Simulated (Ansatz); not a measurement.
Cells of relaxed bulk AlRu (Pm-3m, 13.18 Å³/atom, gap on the mesh 0.00 eV) whose upper half is shifted onto another sublattice; atoms and the cell's height are relaxed. Energies are the mean of the cell's two boundaries over the bulk on a matched mesh.

Computed with DFT PBEsol, scalar-relativistic, plane waves, PAW (Ansatz 0.2.0).

Cutoff 420 eV; k points 12×8×2 on the computed 16-atom cell (Γ-centred); Gaussian smearing, width 0.10 eV; no spin polarisation.

Start ((110), species swapped):

```xyz
16
Lattice="2.9764 0.0000 0.0000 0.0000 4.2093 0.0000 0.0000 0.0000 16.8371" Properties=species:S:1:pos:R:3 pbc="T T T"
Al    0.0000    0.0000    0.0000
Al    0.0000    2.1046    2.1046
Ru    1.4882    2.1046    4.2093
Ru    1.4882    0.0000    2.1046
Al    0.0000    4.2093    4.2093
Al    0.0000    2.1046    6.3139
Al    1.4882    2.1046    8.4186
Ru    1.4882    0.0000    6.3139
Ru    0.0000    4.2093    8.4186
Ru    0.0000    2.1046   10.5232
Al    1.4882    2.1046   12.6278
Al    1.4882    0.0000   10.5232
Ru    0.0000    0.0000   12.6278
Ru    0.0000    2.1046   14.7325
Ru    1.4882    2.1046    0.0000
Al    1.4882    4.2093   14.7325
```

Task: Give the relaxed structure and its energy.

Result: The free energy falls by 32 meV/atom.

| Item | Value |
| --- | --- |
| boundary energy (mJ/m²) | 663 |
| boundary energy on a denser mesh (mJ/m²) | 666 |
| excess width (Å) | 0.19 |
| gap on the mesh (eV) | 0 |
| denser mesh | 21×12×4 |

Relaxed structure:
```xyz
16
Lattice="2.9764 0.0000 0.0000 0.0000 4.2093 0.0000 0.0000 0.0000 17.2207" Properties=species:S:1:pos:R:3 pbc="T T T"
Al    0.0000    0.0000    0.1337
Al    0.0000    2.1046    2.1937
Ru    1.4882    2.1046    4.2906
Ru    1.4882    0.0000    2.1671
Al    0.0000    4.2093    4.2641
Al    0.0000    2.1046    6.3240
Al    1.4882    2.1046    8.7440
Ru    1.4882    0.0000    6.4695
Ru    0.0000    4.2093    8.5985
Ru    0.0000    2.1046   10.7774
Al    1.4882    2.1046   12.8744
Al    1.4882    0.0000   10.8040
Ru    0.0000    0.0000   12.9010
Ru    0.0000    2.1046   15.0799
Ru    1.4882    2.1046   -0.0118
Al    1.4882    4.2093   14.9344
```

Small energy differences in metals hang on the k mesh (about 10 mJ/m² or 1 to 2 meV/atom on the mesh of the relaxation).

The run took 4.9 min on 2 threads of Intel(R) Xeon(R) Platinum 8259CL CPU @ 2.50GHz (Skylake/Cascade Lake), on a shared host, peak memory 1.3 GiB.